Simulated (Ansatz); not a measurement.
Ansatz input

```yaml
crystal:
  lattice:
    - [1.9916969592, 1.1499067755, 1.8923603282]
    - [-1.9916969592, 1.1499067755, 1.8923603282]
    - [0.0, -2.2998135511, 1.8923603281]
  atoms:
    - { symbol: Hg, position: [0.0, 1.0, 0.0] }
hamiltonian:
  xc: pbe
  pseudopotentials:
    kind: paw
    azcp:
      Hg: "pseudopotentials/Hg.paw.azcp"
basis:
  ecutwfc: 420
  fft_grid_basis: typed
kpoints:
  mp_grid: { grid: [17, 17, 17], shift: [0, 0, 0] }
magnetization:
  spin_polarized: false
scf:
  occupations: { method: fermi_dirac, width: 0.1 }
output:
  stress: true
```

Terminal output

```
Engine: ansatz 0.2.0, x86_64-unknown-linux-gnu
Pseudopotentials: kind: paw
Pseudopotential: Hg, paw, valence charge 20, recommended cutoff 420 eV (normal) 
Functional definition: PBE
  parameter kappa = 0.804
  parameter beta = 0.06672455060314922
  exchange = pbe_x(kappa = kappa, mu = beta*pi^2/3)
  correlation = pbe_c(beta = beta)
Crystal: 1 atoms, lattice volume = 26.004 Å³
Basis set: ecut = 420 eV, 505 PW (Γ)
Bands: 14, of which v1, the nominal top of the filled ones, is band 10 counted from 1 (9 counted from 0)
Symmetry: 12 space group operations
Space group: R-3m (ITA 166), of the structure as read, at distance tolerance 3.0e-5 Å
k-points: 489 of 4913
Non-local potential: Hg, projectors of the file, l = 0: 3, l = 1: 2, l = 2: 2, l = 3: 1
PAW form: soft (Blöchl's): semilocal exchange-correlation on the pseudo side does not see the compensation charge
PAW one-centre angular grid: Hg, 590 points (default); XC on 64 Gauss nodes
Initial density: superposition of atomic densities (neutral atoms: chi_scale 0, normalization atom), corrected by the library's trained network
Initial wavefunctions: pseudopotential atomic-orbital guess
Functional: x = pbe(κ = 0.804, μ = 0.2195149727645171), c = pbe(β = 0.06672455060314922)
SCF iter   1: F=—  HF=-13813.417404 eV  |F-HF|=—  |Δ(HF+E_count)|=         —  Δρ=6.24e-4  dr2=8.53e-5  ethr=1.77e-3  ⟨swp⟩=5.3  Hψ=35038  notcnv=0
SCF iter   2: F=—  HF=-13813.417962 eV  |F-HF|=—  |Δ(HF+E_count)|=   5.58e-4  Δρ=4.02e-4  dr2=4.06e-5  ethr=4.26e-7  ⟨swp⟩=2.6  Hψ=16236  notcnv=0
SCF iter   3: F=—  HF=-13813.418021 eV  |F-HF|=—  |Δ(HF+E_count)|=   5.84e-5  Δρ=9.64e-5  dr2=2.69e-6  ethr=2.03e-7  ⟨swp⟩=2.0  Hψ=9535  notcnv=0
SCF iter   4: F=—  HF=-13813.418022 eV  |F-HF|=—  |Δ(HF+E_count)|=   1.23e-6  Δρ=3.42e-5  dr2=2.09e-7  ethr=1.34e-8  ⟨swp⟩=2.0  Hψ=9824  notcnv=0
iter 5 did not close the SCF: its close was put off for the readings that it lacked (scf_convergence_deferred on its scf_iter line)
SCF iter   5: F=-13813.418022 eV  HF=-13813.418022 eV  |F-HF|=9.01e-9  |Δ(HF+E_count)|=   1.17e-7  Δρ=5.09e-6  dr2=8.30e-9  ethr=1.04e-9  ⟨swp⟩=2.1  Hψ=10022  notcnv=0
SCF iter   6: F=-13813.418022 eV  HF=-13813.418022 eV  |F-HF|=1.31e-10  |Δ(HF+E_count)|=   1.07e-8  Δρ=1.30e-6  dr2=6.42e-10  ethr=4.15e-11  ⟨swp⟩=1.8  Hψ=19525  notcnv=0
SCF 1 converged in 6 iterations: F = -13813.418022 eV  dr2 = 6.42e-10
SCF converged after 6 iterations
Free energy (F): -13813.418022 eV
Harris-Foulkes:  -13813.418022 eV  (|F-HF|=1.31e-10)
Internal energy: -13813.407434 eV  (E = F + TS)
E sigma→0 (E₀):  -13813.412728 eV
Entropy (-TS):   -0.010587 eV (-10.587 meV/atom)
Fermi energy:    13.168240 eV
--- Per-component energies (eV) ---
  E_band       = -422.413968
  E_kinetic    = 604.698402
  E_local      = -2729.554180  (includes V_loc(G=0)·N_el)
  E_nonlocal   = 72.019300
  E_hartree    = 1167.856127
  E_xc         = -220.860395
  E_vxc        = -262.845947  (∫ρ·V_xc dr)
  E_paw        = -9944.718508  (= ΣΔE_a)
  E_vpaw       = -442.443418  (= ΣTr[D̂ρ^β])
  E_aug_tail   = 0.000925  (compensation charges beyond the density's cutoff)
  E_ewald      = -2762.849105
  E_smearing   = -0.010587  (= −TS)
  E_closure    = 0.000000  (closes the sum)
  Σ components = -13813.418022   (vs F -13813.418022, Δ=0.00e0)
--- Stress (GPa, compression-positive) ---
        3.104552       0.000000       0.000000
        0.000000       3.104552      -0.000000
        0.000000      -0.000000       3.765326
  P = ⅓ Tr σ = 3.3248 GPa (33.248 kbar)
```
